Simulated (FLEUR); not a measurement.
# C (Fd-3m) in FLEUR: a series of runs

The runs below take C through band structure, equation of state, with revPBE.

All numbers are computed with FLEUR MaX-R8.1 (later development tree); they aren't measurements. Logs are shortened: lines on timing, memory, paths and dates and some standing lists are left out, and cuts for length are marked.

**What was measured.**

“Equation of state of cubic boron nitride at high pressures and temperatures”, 2007, arxiv:cond-mat/0702656 quotes, for a bulk crystal of C: bulk modulus 444.8 ± 0.8 GPa.

How close the calculation comes is told below.

## 1. The structure

It takes space group Fd-3m (No. 227, cubic). Conventional cell: a = 3.567 Å, b = 3.567 Å, c = 3.567 Å, α = 90.00°, β = 90.00°, γ = 90.00°. C (site symmetry -43m) is surrounded by 4 C at 1.54 Å.

This isn't the form of C at room conditions, which is graphite.

## 2. Band structure, revPBE

File inp.xml:

```xml
<?xml version="1.0" encoding="UTF-8" standalone="no"?>
<fleurInput fleurInputVersion="0.39">
   <comment>
      C                                                                                                   
   </comment>
   <calculationSetup>
      <cutoffs Kmax="5.33" Gmax="16.5" GmaxXC="16.5" numbands="0"/>
      <scfLoop itmax="60" minDistance="0.00001" maxIterBroyd="15" imix="Anderson" alpha="0.05" precondParam="0.0" spinf="2.0" sdNocoIR="T"/>
      <coreElectrons ctail="T" frcor="F" kcrel="0" coretail_lmax="0"/>
      <xcFunctional name="rpbe" relativisticCorrections="F"/>
      <magnetism jspins="1"/>
      <soc l_soc="F" theta="0.0" phi="0.0" spav="F"/>
      <expertModes spex="0" secvar="F"/>
      <geometryOptimization l_f="F" forcealpha="1.0" forcemix="BFGS" epsdisp="0.00001" epsforce="0.00001"/>
      <ldaU l_linMix="F" mixParam="0.05" spinf="1.0"/>
   </calculationSetup>
   <cell>
      <bzIntegration valenceElectrons="8.0" mode="hist" fermiSmearingEnergy="0.00183747">
         <kPointListSelection listName="default-1"/>
         <!-- k-points included here -->
         <xi:include xmlns:xi="http://www.w3.org/2001/XInclude" href="kpts.xml"> </xi:include>
      </bzIntegration>
      <!-- symmetry operations included here -->
      <xi:include xmlns:xi="http://www.w3.org/2001/XInclude" href="sym.xml"> </xi:include>
      <bulkLattice scale="1.0">
         <bravaisMatrix>
            <row-1>    0.0000000000000000     3.3700808788279017     3.3700808788279017</row-1>
            <row-2>    3.3700808788279017     0.0000000000000000     3.3700808788279017</row-2>
            <row-3>    3.3700808788279017     3.3700808788279017     0.0000000000000000</row-3>
         </bravaisMatrix>
      </bulkLattice>
   </cell>
   <atomSpecies>
      <species name="Carbon (C)" element="C" atomicNumber="6">
         <mtSphere radius="1.35" gridPoints="447" logIncrement="0.023"/>
         <atomicCutoffs lmax="8" lnonsphr="6"/>
         <electronConfig flipSpins="F">
            <coreConfig>(1s1/2)</coreConfig>
            <valenceConfig>(2s1/2) (2p1/2) (2p3/2)</valenceConfig>
            <stateOccupation state="(2p1/2)" spinUp="0.333333" spinDown="0.333333"/>
            <stateOccupation state="(2p3/2)" spinUp="0.666667" spinDown="0.666667"/>
         </electronConfig>
         <energyParameters s="2" p="2" d="3" f="4"/>
         <lo type="SCLO" l="0" n="2" eDeriv="2"/>
         <lo type="SCLO" l="1" n="2" eDeriv="2"/>
         <lo type="SCLO" l="2" n="3" eDeriv="2"/>
      </species>
   </atomSpecies>
   <atomGroups>
      <atomGroup species="Carbon (C)">
         <relPos label="                   1">-3.000/8.000 -3.000/8.000 -3.000/8.000</relPos>
         <relPos label="                   2">3.000/8.000 3.000/8.000 3.000/8.000</relPos>
         <force calculate="T" relaxXYZ="TTT"/>
      </atomGroup>
   </atomGroups>
   <output dos="F" band="F" slice="F">
      <checks vchk="F" cdinf="F"/>
      <bandDOS minEnergy="-.5*Htr" maxEnergy="0.5*Htr" sigma="0.015" storeEVData="T"/>
      <vacuumDOS vacdos="F" integ="F" star="F" nstars="0" locx1="0.0" locy1="0.0" locx2="0.0" locy2="0.0" nstm="0" tworkf="0.0"/>
      <unfoldingBand unfoldBand="F" supercellX="1" supercellY="1" supercellZ="1"/>
      <plotting iplot="0" polar="F">
         <plot TwoD="T" vec1="  1.0  0.0  0.0" vec2="  0.0  1.0  0.0" vec3="  0.0  0.0  1.0" zero="  0.0  0.0  0.0" file="plot"/>
      </plotting>
      <chargeDensitySlicing numkpt="0" minEigenval="0.0" maxEigenval="0.0" nnne="0" pallst="F"/>
      <specialOutput eonly="F"/>
      <moessbauerParams electricFieldGradient="T" isomerShift="T" coreHyperfine="T" valenceHyperfine="T"/>
      <magneticCircularDichroism mcd="F" energyLo="-10.0" energyUp="0.0"/>
   </output>
  <!-- We include the file relax.xml here to enable relaxations (see documentation) -->
  <xi:include xmlns:xi="http://www.w3.org/2001/XInclude" href="relax.xml"> <xi:fallback/> </xi:include>
</fleurInput>
```

File crystal.txt:

```
C
&input cartesian=F /
0.0000000000  1.7833700000  1.7833700000
1.7833700000  0.0000000000  1.7833700000
1.7833700000  1.7833700000  0.0000000000
1.8897261246
1.0 1.0 1.0

2
6 0.7500000000  0.7500000000  0.7500000000
6 0.5000000000  0.5000000000  0.5000000000

&kpt div1=13 div2=13 div3=13 gamma=T /
```

File inp.xml (bands):

```
<?xml version="1.0" encoding="UTF-8" standalone="no"?>
<fleurInput fleurInputVersion="0.39">
   <comment>
      C                                                                                                   
   </comment>
   <calculationSetup>
      <cutoffs Kmax="5.33" Gmax="16.5" GmaxXC="16.5" numbands="0"/>
      <scfLoop itmax="60" minDistance="0.00001" maxIterBroyd="15" imix="Anderson" alpha="0.05" precondParam="0.0" spinf="2.0" sdNocoIR="T"/>
      <coreElectrons ctail="T" frcor="F" kcrel="0" coretail_lmax="0"/>
      <xcFunctional name="rpbe" relativisticCorrections="F"/>
      <magnetism jspins="1"/>
      <soc l_soc="F" theta="0.0" phi="0.0" spav="F"/>
      <expertModes spex="0" secvar="F"/>
      <geometryOptimization l_f="F" forcealpha="1.0" forcemix="BFGS" epsdisp="0.00001" epsforce="0.00001"/>
      <ldaU l_linMix="F" mixParam="0.05" spinf="1.0"/>
   </calculationSetup>
   <cell>
      <bzIntegration valenceElectrons="8.0" mode="hist" fermiSmearingEnergy="0.00183747">
         <kPointListSelection listName="path-1"/>
         <!-- k-points included here -->
         <xi:include xmlns:xi="http://www.w3.org/2001/XInclude" href="kpts.xml"> </xi:include>
      </bzIntegration>
      <!-- symmetry operations included here -->
      <xi:include xmlns:xi="http://www.w3.org/2001/XInclude" href="sym.xml"> </xi:include>
      <bulkLattice scale="1.0">
         <bravaisMatrix>
            <row-1>    0.0000000000000000     3.3700808788279017     3.3700808788279017</row-1>
            <row-2>    3.3700808788279017     0.0000000000000000     3.3700808788279017</row-2>
            <row-3>    3.3700808788279017     3.3700808788279017     0.0000000000000000</row-3>
         </bravaisMatrix>
      </bulkLattice>
   </cell>
   <atomSpecies>
      <species name="Carbon (C)" element="C" atomicNumber="6">
         <mtSphere radius="1.35" gridPoints="447" logIncrement="0.023"/>
         <atomicCutoffs lmax="8" lnonsphr="6"/>
         <electronConfig flipSpins="F">
            <coreConfig>(1s1/2)</coreConfig>
            <valenceConfig>(2s1/2) (2p1/2) (2p3/2)</valenceConfig>
            <stateOccupation state="(2p1/2)" spinUp="0.333333" spinDown="0.333333"/>
            <stateOccupation state="(2p3/2)" spinUp="0.666667" spinDown="0.666667"/>
         </electronConfig>
         <energyParameters s="2" p="2" d="3" f="4"/>
         <lo type="SCLO" l="0" n="2" eDeriv="2"/>
         <lo type="SCLO" l="1" n="2" eDeriv="2"/>
         <lo type="SCLO" l="2" n="3" eDeriv="2"/>
      </species>
   </atomSpecies>
   <atomGroups>
      <atomGroup species="Carbon (C)">
         <relPos label="                   1">-3.000/8.000 -3.000/8.000 -3.000/8.000</relPos>
         <relPos label="                   2">3.000/8.000 3.000/8.000 3.000/8.000</relPos>
         <force calculate="T" relaxXYZ="TTT"/>
      </atomGroup>
   </atomGroups>
   <output dos="F" band="T" slice="F">
      <checks vchk="F" cdinf="F"/>
      <bandDOS minEnergy="-.5*Htr" maxEnergy="0.5*Htr" sigma="0.015" storeEVData="T"/>
      <vacuumDOS vacdos="F" integ="F" star="F" nstars="0" locx1="0.0" locy1="0.0" locx2="0.0" locy2="0.0" nstm="0" tworkf="0.0"/>
      <unfoldingBand unfoldBand="F" supercellX="1" supercellY="1" supercellZ="1"/>
      <plotting iplot="0" polar="F">
         <plot TwoD="T" vec1="  1.0  0.0  0.0" vec2="  0.0  1.0  0.0" vec3="  0.0  0.0  1.0" zero="  0.0  0.0  0.0" file="plot"/>
      </plotting>
      <chargeDensitySlicing numkpt="0" minEigenval="0.0" maxEigenval="0.0" nnne="0" pallst="F"/>
      <specialOutput eonly="F"/>
      <moessbauerParams electricFieldGradient="T" isomerShift="T" coreHyperfine="T" valenceHyperfine="T"/>
      <magneticCircularDichroism mcd="F" energyLo="-10.0" energyUp="0.0"/>
   </output>
  <!-- We include the file relax.xml here to enable relaxations (see documentation) -->
  <xi:include xmlns:xi="http://www.w3.org/2001/XInclude" href="relax.xml"> <xi:fallback/> </xi:include>
</fleurInput>
```

Potentials or basis: all-electron, FLAPW.

Launch:

```bash
inpgen -f crystal.txt -profile fastHighL
# inp.xml edited to the form shown
fleur_MPI
fleur_MPI   # second run, on inp.xml (bands)
```

The log of the run:

```text
Welcome to FLEUR        (www.flapw.de)
      MaX-Release 8.1          (www.max-centre.eu)

 ========== k-point set info ==========
 Selected k-point list: default-1
 k-point list type: mesh
 13 x 13 x 13
 Number of k points: 84

 ------------Calculation Setup---------------------------
 Number of MPI-tasks      :            1
 Number of PE/node        :            1
 Number of OMP-threads    :            1
 Most efficient MPI parallelization for:
           1           2           3           4           6           7          12          14          21          28          42          84
 Additional eigenvalue parallelization possible
 Number of basis functions:          234
 Approximate size of matrices (H+S) per k-point:         0.001 GB
 --------------------------------------------------------
 Iteration:     1   Distance:      25.70261468 me/bohr^3
 Iteration:     2   Distance:      24.22771034 me/bohr^3
 Iteration:     3   Distance:       3.58277747 me/bohr^3
 Iteration:     4   Distance:       2.31933096 me/bohr^3
 Iteration:     5   Distance:       0.29070684 me/bohr^3
 Iteration:     6   Distance:       0.40190138 me/bohr^3
 Iteration:     7   Distance:       0.02859527 me/bohr^3
 Iteration:     8   Distance:       0.01233338 me/bohr^3
 Iteration:     9   Distance:       0.00098508 me/bohr^3
 Iteration:    10   Distance:       0.00008887 me/bohr^3
 Iteration:    11   Distance:       0.00012154 me/bohr^3
 Iteration:    12   Distance:       0.00000084 me/bohr^3

 ********************************************************************
 Run finished successfully
 Stop message:
   all done
 ********************************************************************
```

output (bands):

```text
Welcome to FLEUR        (www.flapw.de)
      MaX-Release 8.1          (www.max-centre.eu)

 ========== k-point set info ==========
 Selected k-point list: path-1
 k-point list type: path
 Number of k points: 60

 ------------Calculation Setup---------------------------
 Number of MPI-tasks      :            1
 Number of PE/node        :            1
 Number of OMP-threads    :            1
 Most efficient MPI parallelization for:
           1           2           3           4           5           6          10          12          15          20          30          60
 Additional eigenvalue parallelization possible
 Number of basis functions:          236
 Approximate size of matrices (H+S) per k-point:         0.001 GB
 --------------------------------------------------------
 Fermi energy correction for insulators:
 No automatic correction of the Fermi energy has been performed.

 Note: Band structure data (together with different weights) is also stored in the banddos.hdf file.
       A convenient way of extracting and plotting the data from that file is by making use of the

 ********************************************************************
 Run finished successfully
 Stop message:
   Charge density postprocessing done.
 ********************************************************************
```

out.xml (last iteration):

```text
<iteration numberForCurrentRun="   12" overallNumber="   12">
         <energyParameters units="Htr">
            <atomicEP atomType="1" spin="1" branch="2s" branchLowest="-9.32" branchHighest="2.77" value="-0.2690737261"/>
            <atomicEP atomType="1" spin="1" branch="2p" branchLowest="-9.99" branchHighest="2.35" value="-0.0718751986"/>
            <atomicEP atomType="1" spin="1" branch="3d" branchLowest="-9.99" branchHighest="6.96" value="0.1312335328"/>
            <atomicEP atomType="1" spin="1" branch="4f" branchLowest="-9.99" branchHighest="11.63" value="0.2910477538"/>
            <loAtomicEP atomType="1" spin="1" branch="2s" branchLowest="-9.32" branchHighest="2.77" value="-0.2690737261"/>
            <loAtomicEP atomType="1" spin="1" branch="2p" branchLowest="-9.99" branchHighest="2.35" value="-0.0718880422"/>
            <loAtomicEP atomType="1" spin="1" branch="3d" branchLowest="-9.99" branchHighest="6.96" value="0.1312354728"/>
         </energyParameters>
         <eigenvalues>
            <eigenvaluesAt spin="1" ikpt="1" k_x="0.00000000" k_y="0.00000000" k_z="0.00000000">
                      -0.3339489932        0.4574575439        0.4574575439        0.4574575439        0.6634192242
                       0.6634192242        0.6634192242
            </eigenvaluesAt>
            <eigenvaluesAt spin="1" ikpt="2" k_x="0.00000000" k_y="0.00000000" k_z="0.07692308">
                      -0.3279256000        0.4181151403        0.4471956325        0.4471956325        0.6768948691
                       0.6768948691        0.6865816195
            </eigenvaluesAt>
            <eigenvaluesAt spin="1" ikpt="3" k_x="0.00000000" k_y="0.00000000" k_z="0.15384615">
                      -0.3099188525        0.3344198120        0.4240331362        0.4240331362        0.7074036467
                       0.7074036467        0.7240199313
            </eigenvaluesAt>
            <eigenvaluesAt spin="1" ikpt="4" k_x="0.00000000" k_y="0.00000000" k_z="0.23076923">
                      -0.2801465360        0.2385344414        0.3989514145        0.3989514145        0.7382163565
                       0.7382163565        0.7515023762
            </eigenvaluesAt>
         </eigenvalues>
         <bandgap value="4.1422302065" units="eV"/>
         <sumValenceSingleParticleEnergies value="1.0125454526" units="Htr"/>
         <FermiEnergy value="0.4574575439" units="Htr"/>
         <valenceDensity>
            <mtCharges spin="1">
               <mtCharge atomType="1" total="2.0944450" s="0.6525776" p="1.4056952" d="0.0323891" f="0.0031185"/>
            </mtCharges>
            <spinDependentCharge spin="1" total="8.0000000" interstitial="3.8111100" mtSpheres="4.1888900"/>
            <totalCharge value="8.0000000000"/>
         </valenceDensity>
         <coreStates atomType="     1" atomicNumber="  6" spin="1" kinEnergy="     31.9840528739" eigValSum="    -18.6445702318" lostElectrons=" 0.000181">
            <state n="1" l="0" j="0.5" energy="-9.3222851159" weight="1.0000000000"/>
         </coreStates>
         <allElectronCharges>
            <spinDependentCharge spin="1" total="12.0000000" interstitial="3.8114690" mtSpheres="8.1885310"/>
            <totalCharge value="11.9999999971"/>
         </allElectronCharges>
         <moessbauerParams unitsHFF="kG" unitsIS="e/bohr^3" unitsEFG="Htr/bohr^2">
            <coreIsomerShift atomType="1" isTotal="124.41007">
               <shell n="1" l="0" isomerShift="124.41007"/>
            </coreIsomerShift>
            <isomerShift atomType="1" nucleusRadius="0.0000541" averageDensity="128.80938"/>
            <electricFieldGradient atomType="1" VXX="0.00000" VYY="0.00000" VZZ="0.00000" asymParam="0.00000">
            </electricFieldGradient>
         </moessbauerParams>
         <totalEnergy                                    value="      -76.2642216239" units="Htr">
            <sumOfEigenvalues                            value="      -36.2765950109">
               <coreElectrons value="-37.2891404636"/>
               <valenceElectrons value="1.0125454526"/>
            </sumOfEigenvalues>
            <densityCoulombPotentialIntegral value="-98.3283274608"/>
            <densityEffectivePotentialIntegral value="-112.3136072640"/>
            <chargeDenXCDenIntegral value="-10.9318288025"/>
            <FockExchangeEnergyValence value="0.0000000000"/>
            <FockExchangeEnergyCore value="0.0000000000"/>
            <atomTypeDependentContributions atomType="1">
               <electronNucleiInteractionDifferentMTs value="83.4361977113"/>
               <MadelungTerm value="-8.7690436329"/>
            </atomTypeDependentContributions>
            <tkbTimesEntropy value="0.0000000000"/>
            <freeEnergy value="-76.2642216239"/>
            <extrapolationTo0K value="-76.2642216239"/>
         </totalEnergy>
         <densityConvergence units="me/bohr^3">
            <chargeDensity spin="1" distance="0.0000008373"/>
         </densityConvergence>
      </iteration>
```

Run time: 13 s. Hardware: 1 thread of Arm Neoverse V1, shared host; peak memory 0.05 GiB.

What came out:

| Item | Value |
| --- | --- |
| Free energy | -2075.2552 eV |
| Band gap on the k mesh | 4.14 eV, indirect (least direct gap 5.60 eV) |
| Band gap along the path | 4.13 eV, indirect (least direct gap 5.60 eV) |
| Valence electrons inside the program's atomic spheres | C 2.09 (radii C 1.35 bohr) |

Levels at the corners of the path, in eV from the valence-band top:
| point | band 2 | band 3 | band 4 | band 5 | band 6 | band 7 |
| --- | --- | --- | --- | --- | --- | --- |
| Γ | 0.00 | 0.00 | 0.00 | 5.60 | 5.60 | 5.60 |
| X | -12.82 | -6.31 | -6.31 | 4.76 | 4.76 | 16.89 |
| W | -12.04 | -8.33 | -8.33 | 10.67 | 10.67 | 12.33 |
| K | -11.78 | -9.32 | -5.37 | 5.68 | 10.77 | 14.42 |
| Γ | 0.00 | 0.00 | 0.00 | 5.60 | 5.60 | 5.60 |
| L | -13.39 | -2.81 | -2.81 | 8.48 | 8.48 | 8.81 |
| U | -11.78 | -9.32 | -5.37 | 5.68 | 10.77 | 14.42 |
| W | -12.04 | -8.33 | -8.33 | 10.67 | 10.67 | 12.33 |
| L | -13.39 | -2.81 | -2.81 | 8.48 | 8.48 | 8.81 |
| K | -11.78 | -9.32 | -5.37 | 5.68 | 10.77 | 14.42 |
| U | -11.78 | -9.32 | -5.37 | 5.68 | 10.77 | 14.42 |
| X | -12.82 | -6.31 | -6.31 | 4.76 | 4.76 | 16.89 |

Core levels (eV from the Fermi level):
| atom | levels |
| --- | --- |
| 1 C | 1s1/2 -266.1 |
| 2 C | 1s1/2 -266.1 |

As with any semilocal functional, this revPBE gap is likely too small.

## 3. Equation of state, revPBE, 5.33 Å³/atom (volume scaled by 0.94)

inp.xml, as its differences from that of step 2:

```diff
@@ -6,3 +6,3 @@
    <calculationSetup>
-      <cutoffs Kmax="5.33" Gmax="16.5" GmaxXC="16.5" numbands="0"/>
+      <cutoffs Kmax="5.5" Gmax="17.0" GmaxXC="17.0" numbands="0"/>
       <scfLoop itmax="60" minDistance="0.00001" maxIterBroyd="15" imix="Anderson" alpha="0.05" precondParam="0.0" spinf="2.0" sdNocoIR="T"/>
@@ -24,3 +24,3 @@
       <xi:include xmlns:xi="http://www.w3.org/2001/XInclude" href="sym.xml"> </xi:include>
-      <bulkLattice scale="1.0">
+      <bulkLattice scale="0.9795861087">
          <bravaisMatrix>
@@ -34,3 +34,3 @@
       <species name="Carbon (C)" element="C" atomicNumber="6">
-         <mtSphere radius="1.35" gridPoints="447" logIncrement="0.023"/>
+         <mtSphere radius="1.31" gridPoints="447" logIncrement="0.023"/>
          <atomicCutoffs lmax="8" lnonsphr="6"/>
```

Potentials or basis: all-electron, FLAPW.

Launch:

```bash
inpgen -f crystal.txt -profile fastHighL
# inp.xml edited to the form shown
fleur_MPI
```

Run time: 13 s. Hardware: 1 thread of Arm Neoverse V1, shared host; peak memory 0.08 GiB.

The run converged. Its results:

```
Free energy                                           : -2075.1659 eV
Band gap on the k mesh                                : 4.27 eV, indirect (least direct gap 5.77 eV)
Valence electrons inside the program's atomic spheres : C 2.01 (radii C 1.31 bohr)
```

Caveat: an odd mesh through Γ misses points on the zone boundary, where band edges often lie.

## 4. Equation of state, revPBE, 5.44 Å³/atom (volume scaled by 0.96)

inp.xml, as its differences from that of step 3:

```diff
@@ -24,3 +24,3 @@
       <xi:include xmlns:xi="http://www.w3.org/2001/XInclude" href="sym.xml"> </xi:include>
-      <bulkLattice scale="0.9795861087">
+      <bulkLattice scale="0.9864848297">
          <bravaisMatrix>
```

Launch:

```bash
inpgen -f crystal.txt -profile fastHighL
# inp.xml edited to the form shown
fleur_MPI
```

Wall time 14 s (1 thread of Arm Neoverse V1, shared host); peak memory 0.08 GiB.

The run converged. Its results:

| Property | Result |
| --- | --- |
| Free energy | -2075.2107 eV |
| Band gap on the k mesh | 4.23 eV, indirect (least direct gap 5.72 eV) |
| Valence electrons inside the program's atomic spheres | C 1.99 (radii C 1.31 bohr) |

Caveat: an odd mesh through Γ misses points on the zone boundary, where band edges often lie.

(Part 1 of 2 ends here.)
